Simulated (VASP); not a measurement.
Set up this calculation in VASP 6.6.1, as the native input.

```yaml
Task: single point
Functional: PBE
Dispersion: D3(BJ)
Potentials_or_basis: VASP PAW PBE potentials, release 64 (C, O)
Cutoff: 520 eV
k_mesh: 2 × 2 × 2, shifted
Occupations: gaussian, width 0.1 eV
Spin: no spin polarisation
Dipole_correction: no
Further_INCAR_settings: LREAL = Auto; ALGO = Fast; EDIFF = 1e-07; NBANDS = 63; ISYM = 0
```

The structure of CO2 lies in POSCAR:

```
CO2
1.0
    4.2272127900     -4.2272127900      0.0000000000
    0.0000000000      4.2272127900     -4.6877715900
    4.2272127900      4.2272127900      4.6877715900
C O
6 12
Direct
    1.0000000000      0.0000000000      0.5000000000
    0.6666666667      0.3333333333      0.8333333333
    0.3333333333      0.6666666667      0.1666666667
    0.0000000000      0.0000000000      0.0000000000
    0.6666666667      0.3333333333      0.3333333333
    0.3333333333      0.6666666667      0.6666666667
    0.8048268600      0.0000000000      0.5000000000
    0.4714935267      0.3333333333      0.8333333333
    0.1381601933      0.6666666667      0.1666666667
    0.1951731400      0.0000000000      0.5000000000
    0.8618398067      0.3333333333      0.8333333333
    0.5285064733      0.6666666667      0.1666666667
    0.0650577133      0.1301154267      0.1301154267
    0.7317243800      0.4634487600      0.4634487600
    0.3983910467      0.7967820933      0.7967820933
    0.2682756200      0.5365512400      0.5365512400
    0.9349422867      0.8698845733      0.8698845733
    0.6016089533      0.2032179067      0.2032179067
```

The cell comes from a database or a generator and needn't be the stable form of this composition.

The cell isn't the ideal one: the relaxed cell repeated 3 times, on the trajectory's mesh.

These files were run (other wordings do the same):

INCAR

```
PREC     = Accurate       # precision mode
ENCUT    = 520            # plane-wave cutoff, eV
EDIFF    = 1E-7           # SCF threshold, eV
ISMEAR   = 0              # smearing method
SIGMA    = 0.1            # smearing width, eV
LREAL    = Auto         
LASPH    = T              # aspherical terms in the spheres
NELM     = 100            # most SCF steps
ALGO     = Fast           # electronic algorithm
ISIF     = 2              # what is computed and relaxed
LWAVE    = F              # write WAVECAR
LCHARG   = F              # write CHGCAR
GGA      = PE             # functional
IVDW     = 12             # dispersion correction
ISYM     = 0            
NBANDS   = 63             # bands
```

KPOINTS

```
Automatic mesh
0
Gamma
  2 2 2
  0.5 0.5 0.5
```

Potentials or basis: VASP PAW PBE potentials, release 64 (C, O).

The run is started by

```bash
$ cat potpaw_PBE.64/C/POTCAR potpaw_PBE.64/O/POTCAR > POTCAR
$ mpirun -np 1 vasp_std > vasp.out
```

Results of the run:

- Pressure: 3.1 GPa
- Largest force: 0.791 eV/Å
- Band gap on the k mesh: 7.27 eV
- Dispersion energy per atom: -0.075 eV

Caveat: the k mesh is coarse (spacing up to 0.60 Å⁻¹), so the values aren't converged; the standard files for N, O and F lose accuracy on very short bonds.

It took 3.9 min on 1 thread of Intel(R) Xeon(R) Platinum 8488C (Sapphire Rapids) (shared host), peak memory 0.39 GiB.
